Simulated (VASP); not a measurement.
# SiMo3 (Pm-3n) in VASP: phonons with PBE

Aim: the phonons of SiMo3 with PBE.

Program: VASP 6.6.1. These are calculated values, not measurements. Logs are shortened: lines on timing, memory, paths and dates and some standing lists are left out, and cuts for length are marked.

### 1 The crystal as given

Symmetry: Pm-3n, No. 223, cubic system. Conventional cell: a = 4.909 Å, b = 4.909 Å, c = 4.909 Å, α = 90.00°, β = 90.00°, γ = 90.00°. Si (site symmetry m-3) has 12 Mo at 2.74 Å as nearest neighbours. Around Mo (site symmetry -4m2) lie 2 Mo at 2.45 Å and 4 Si at 2.74 Å.

The cell was built by a generator and needn't be a form met in nature.

### 2 Phonons, PBE

Contents of POSCAR:

```
SiMo3
1.0
    4.9093800000      0.0000000000      0.0000000000
    0.0000000000      4.9093800000      0.0000000000
    0.0000000000      0.0000000000      4.9093800000
Si Mo
2 6
Direct
    0.0000000000      0.0000000000      0.0000000000
    0.5000000000      0.5000000000      0.5000000000
    0.2500000000      0.5000000000      0.0000000000
    0.7500000000      0.5000000000      0.0000000000
    0.0000000000      0.2500000000      0.5000000000
    0.0000000000      0.7500000000      0.5000000000
    0.5000000000      0.0000000000      0.2500000000
    0.5000000000      0.0000000000      0.7500000000
```

Contents of INCAR.step1:

```
PREC     = Accurate       # precision mode
ENCUT    = 520            # plane-wave cutoff, eV
EDIFF    = 1E-8           # SCF threshold, eV
ISMEAR   = 0              # smearing method
SIGMA    = 0.1            # smearing width, eV
LREAL    = False          # projectors in reciprocal space
LASPH    = True           # aspherical terms in the spheres
NELM     = 60             # most SCF steps
ALGO     = Fast           # electronic algorithm
ISIF     = 3              # what is computed and relaxed
LWAVE    = False          # write WAVECAR
LCHARG   = False          # write CHGCAR
GGA      = PE             # functional
KPAR     = 4            
IBRION   = 2              # ionic algorithm
NSW      = 40             # ionic steps
EDIFFG   = -0.002         # ionic threshold
```

Contents of INCAR.step2:

```
PREC     = Accurate       # precision mode
ENCUT    = 520            # plane-wave cutoff, eV
EDIFF    = 1E-8           # SCF threshold, eV
ISMEAR   = 0              # smearing method
SIGMA    = 0.1            # smearing width, eV
LREAL    = False          # projectors in reciprocal space
LASPH    = True           # aspherical terms in the spheres
NELM     = 60             # most SCF steps
ALGO     = Fast           # electronic algorithm
ISIF     = 2              # what is computed and relaxed
LWAVE    = False          # write WAVECAR
LCHARG   = False          # write CHGCAR
GGA      = PE             # functional
KPAR     = 4            
IBRION   = 6              # ionic algorithm
NFREE    = 2            
POTIM    = 0.015          # step
NSW      = 1              # ionic steps
```

Contents of KPOINTS:

```
regular mesh
0
Gamma
  6 6 6
```

Potentials or basis: VASP PAW PBE potentials, release 64 (Si, Mo_sv).

On the command line:

```console
$ cat potpaw_PBE.64/Si/POTCAR potpaw_PBE.64/Mo_sv/POTCAR > POTCAR
$ cp INCAR.step1 INCAR
$ mpirun -np 4 vasp_std > vasp.out
$ cp CONTCAR POSCAR
$ cp INCAR.step2 INCAR
$ mpirun -np 4 vasp_std > vasp.out
```

OUTCAR:

```text
PREC = Accurate
   ENCUT = 520
   EDIFF = 1E-8
   ISMEAR = 0
   LREAL = False
   LASPH = True
   NELM = 60
   ISIF = 2
   GGA = PE
   IBRION = 6
   NFREE = 2
   POTIM = 0.015
   NSW = 1

 ion  position               nearest neighbor table
   1  0.000  0.000  0.000-   3 2.74   4 2.74   5 2.74   6 2.74   7 2.74   8 2.74   5 2.74   6 2.74
                             3 2.74   4 2.74   7 2.74   8 2.74
   2  0.500  0.500  0.500-   3 2.74   4 2.74   5 2.74   6 2.74   7 2.74   8 2.74   3 2.74   4 2.74
                             7 2.74   8 2.74   5 2.74   6 2.74
   3  0.250  0.500  0.000-   4 2.45   4 2.45   1 2.74   2 2.74   1 2.74   2 2.74   8 3.01   5 3.01
                             5 3.01   6 3.01   6 3.01   7 3.01   8 3.01   7 3.01
   4  0.750  0.500  0.000-   3 2.45   3 2.45   1 2.74   2 2.74   1 2.74   2 2.74   8 3.01   5 3.01
                             5 3.01   6 3.01   6 3.01   7 3.01   8 3.01   7 3.01
   5  0.000  0.250  0.500-   6 2.45   6 2.45   1 2.74   1 2.74   2 2.74   2 2.74   8 3.01   4 3.01
                             3 3.01   4 3.01   3 3.01   7 3.01   7 3.01   8 3.01
   6  0.000  0.750  0.500-   5 2.45   5 2.45   1 2.74   1 2.74   2 2.74   2 2.74   8 3.01   4 3.01
                             3 3.01   4 3.01   3 3.01   7 3.01   7 3.01   8 3.01
   7  0.500  0.000  0.250-   8 2.45   8 2.45   1 2.74   2 2.74   2 2.74   1 2.74   3 3.01   4 3.01
                             5 3.01   3 3.01   4 3.01   6 3.01   5 3.01   6 3.01
   8  0.500  0.000  0.750-   7 2.45   7 2.45   1 2.74   2 2.74   2 2.74   1 2.74   3 3.01   4 3.01
                             5 3.01   3 3.01   4 3.01   6 3.01   5 3.01   6 3.01

  LATTYP: Found a simple cubic cell.
 ALAT       =     4.9093800000

  Lattice vectors:

 A1 = (   4.9093800000,   0.0000000000,   0.0000000000)
 A2 = (   0.0000000000,   4.9093800000,   0.0000000000)
 A3 = (   0.0000000000,   0.0000000000,   4.9093800000)

Analysis of symmetry for initial positions (statically):
=====================================================================
 Subroutine PRICEL returns:
 Original cell was already a primitive cell.

 Routine SETGRP: Setting up the symmetry group for a
 simple cubic supercell.

 Subroutine GETGRP returns: Found 48 space group operations
 (whereof 24 operations were pure point group operations)
 out of a pool of 48 trial point group operations.

The static configuration has the point symmetry T_h .
 The point group associated with its full space group is O_h .

Analysis of symmetry for dynamics (positions and initial velocities):
=====================================================================
 Subroutine PRICEL returns:
 Original cell was already a primitive cell.

 Routine SETGRP: Setting up the symmetry group for a
 simple cubic supercell.

 Subroutine GETGRP returns: Found 48 space group operations
 (whereof 24 operations were pure point group operations)
 out of a pool of 48 trial point group operations.

The dynamic configuration has the point symmetry T_h .
 The point group associated with its full space group is O_h .

 Subroutine INISYM returns: Found 48 space group operations
 (whereof 24 operations are pure point group operations),
 and found     1 'primitive' translations

----------------------------------------------------------------------------------------

                                     Primitive cell

  volume of cell :     118.3259

  direct lattice vectors                    reciprocal lattice vectors
     4.909380000  0.000000000  0.000000000     0.203691709  0.000000000  0.000000000
     0.000000000  4.909380000  0.000000000     0.000000000  0.203691709  0.000000000
     0.000000000  0.000000000  4.909380000     0.000000000  0.000000000  0.203691709

  length of vectors
     4.909380000  4.909380000  4.909380000     0.203691709  0.203691709  0.203691709

  position of ions in fractional coordinates (direct lattice)
     0.000000000  0.000000000  0.000000000
     0.500000000  0.500000000  0.500000000
     0.250000000  0.500000000  0.000000000
     0.750000000  0.500000000  0.000000000
     0.000000000  0.250000000  0.500000000
     0.000000000  0.750000000  0.500000000
[... 106 lines left out ...]
   LHFCALC =     F    Hartree Fock is set to
   AEXX    =    0.0000 exact exchange contribution
   IVDW    =     0    specifies the selected vdW correction
   LEPSILON=     F    determine dielectric tensor
   LRPA    =     F    only Hartree local field effects (RPA)
 finite differences with symmetry
 non-spin polarized calculation
 RMM-DIIS sequential band-by-band and
 Gauss-broadening in eV      SIGMA  =   0.10
  energy-cutoff  :      520.00
  volume of cell :      118.33
 maximum number of plane-waves:      3218
 NGX is ok and might be reduce to    40
   NGX = 19   NGY = 19   NGZ = 19

--------------------------------------- Ionic step        1  -------------------------------------------

 number of electron      91.9999981 magnetization

 Free energy of the ion-electron system (eV)
  ---------------------------------------------------
  ext. energy  EPLUGINS =         0.00000000
  ---------------------------------------------------
  free energy    TOTEN  =       -78.98435888 eV

  energy without entropy =      -78.96215297  energy(sigma->0) =      -78.97325592

------------------------ aborting loop because EDIFF is reached ----------------------------------------

  FORCE on cell =-STRESS in cart. coord.  units (eV):
  Direction    XX          YY          ZZ          XY          YZ          ZX
  --------------------------------------------------------------------------------------
  -------------------------------------------------------------------------------------
  Total       -0.0001489     -0.0001489     -0.0001489      0.0000000     -0.0000000     -0.0000000
  in kB       -0.0020155     -0.0020155     -0.0020155      0.0000000     -0.0000000     -0.0000000
  external PRESSURE =      -0.0020155 kB  Pullay stress =       0.0000000 kB
[... 239 lines left out ...]
--------------------------------------- Ionic step        7  -------------------------------------------

 number of electron      91.9999982 magnetization

 Free energy of the ion-electron system (eV)
  ---------------------------------------------------
  ext. energy  EPLUGINS =         0.00000000
  ---------------------------------------------------
  free energy    TOTEN  =       -78.98304346 eV

  energy without entropy =      -78.96092124  energy(sigma->0) =      -78.97198235

 E-fermi :  12.5746     XC(G=0): -13.0459

 val. band max:       12.5716035521   @ k =   0.5000   0.3333   0.0000
 cond. band min:      12.5777390124   @ k =   0.3333   0.1667   0.5000
 fundamental gap:      0.0061354603
 Fermi energy:        12.5746085835

 k-point     1 :       0.0000    0.0000    0.0000
  band No.  band energies     occupation
      1     -48.7021      2.00000
      2     -48.5927      2.00000
      3     -48.5926      2.00000
      4     -48.2764      2.00000
      5     -48.2762      2.00000
      6     -48.2755      2.00000
[... 1381 lines left out ...]
     54      15.1035      0.00000
     55      15.1106      0.00000

 [... further k-points ...]

------------------------ aborting loop because EDIFF is reached ----------------------------------------

  FORCE on cell =-STRESS in cart. coord.  units (eV):
  Direction    XX          YY          ZZ          XY          YZ          ZX
  --------------------------------------------------------------------------------------
  -------------------------------------------------------------------------------------
  Total        0.0013286      0.0098820      0.0042003     -0.0276209      0.0000000      0.0000000
  in kB        0.0179901      0.1338066      0.0568731     -0.3739972      0.0000000      0.0000000
  external PRESSURE =       0.0695566 kB  Pullay stress =       0.0000000 kB
[... 23 lines left out ...]
  FREE ENERGIE OF THE ION-ELECTRON SYSTEM (eV)
  ---------------------------------------------------
  free  energy   TOTEN  =       -78.9830434599 eV

  energy  without entropy=      -78.9609212407  energy(sigma->0) =      -78.97198235

 INTERNAL STRAIN TENSORS FROM DISPLACED ATOMS
 ============================================

 INTERNAL STRAIN TENSOR FOR ION    1 for displacements in x,y,z  (eV/Angst):
          X           Y           Z          XY          YZ          ZX
  --------------------------------------------------------------------------------
  x     0.00000     0.00000     0.00000     0.00000     0.00000     0.00000
  y     0.00000     0.00000     0.00000     0.00000     0.00000     0.00000
  z     0.00000     0.00000     0.00000     0.00000     0.00000     0.00000

 INTERNAL STRAIN TENSOR FOR ION    8 for displacements in x,y,z  (eV/Angst):
          X           Y           Z          XY          YZ          ZX
  --------------------------------------------------------------------------------
  x     0.00000     0.00000    -0.00000     0.00000     0.00000    -1.84165
  y     0.00000     0.00000    -0.00000     0.00000     1.84165     0.00000
  z    -1.83709     1.83709    -0.00000     0.00000     0.00000     0.00000

 Eigenvectors and eigenvalues of the dynamical matrix
 ----------------------------------------------------

   1 f  =    9.758858 THz    61.316716 2PiTHz  325.520478 cm-1    40.359377 meV
             X         Y         Z           dx          dy          dz
      0.000000  0.000000  0.000000    -0.621285   -0.180599   -0.055067
      2.454690  2.454690  2.454690     0.621285    0.180599    0.055067
      1.227345  2.454690  0.000000    -0.000000    0.055051   -0.016786
      3.682035  2.454690  0.000000    -0.000000    0.055051   -0.016786
      0.000000  1.227345  2.454690    -0.189383   -0.000000    0.016786
      0.000000  3.682035  2.454690    -0.189383    0.000000    0.016786
      2.454690  0.000000  1.227345     0.189383   -0.055051   -0.000000
      2.454690  0.000000  3.682035     0.189383   -0.055051   -0.000000
[... 243 lines left out ...]
  24 f/i=    0.000930 THz     0.005845 2PiTHz    0.031029 cm-1     0.003847 meV
             X         Y         Z           dx          dy          dz
      0.000000  0.000000  0.000000    -0.171809   -0.121891    0.007184
      2.454690  2.454690  2.454690    -0.171809   -0.121891    0.007184
      1.227345  2.454690  0.000000    -0.317728   -0.225323    0.013281
      3.682035  2.454690  0.000000    -0.317728   -0.225323    0.013281
      0.000000  1.227345  2.454690    -0.317600   -0.225414    0.013281
      0.000000  3.682035  2.454690    -0.317600   -0.225414    0.013281
      2.454690  0.000000  1.227345    -0.317600   -0.225323    0.013286
      2.454690  0.000000  3.682035    -0.317600   -0.225323    0.013286

 ELASTIC MODULI CONTR FROM IONIC RELAXATION (kBar)
 Direction    XX          YY          ZZ          XY          YZ          ZX
 --------------------------------------------------------------------------------
 XX          -7.1211      3.5605      3.5605     -0.0000      0.0000     -0.0000
 YY           3.5605     -7.1211      3.5605      0.0000      0.0000      0.0000
 ZZ           3.5605      3.5605     -7.1211     -0.0000     -0.0000     -0.0000
 XY          -0.0000      0.0000      0.0000    -12.8826     -0.0000      0.0000
 YZ           0.0000      0.0000     -0.0000     -0.0000    -12.8826      0.0000
 ZX          -0.0000      0.0000     -0.0000      0.0000      0.0000    -12.8826
 --------------------------------------------------------------------------------
```

Wall time 10 min (4 MPI ranks of Intel Xeon Platinum 8488C (Sapphire Rapids), shared host); peak memory 0.73 GiB.

Results:

```
Highest phonon frequency at Γ, LO-TO splitting left out : 326 cm⁻¹
```

Phonon frequencies in cm⁻¹ (negative: imaginary):
```
              q point                                                                                frequencies
(0.000, 0.000, 0.000)  0 0 0 134 134 134 178 178 178 187 187 187 201 201 201 249 270 270 302 302 302 326 326 326
```
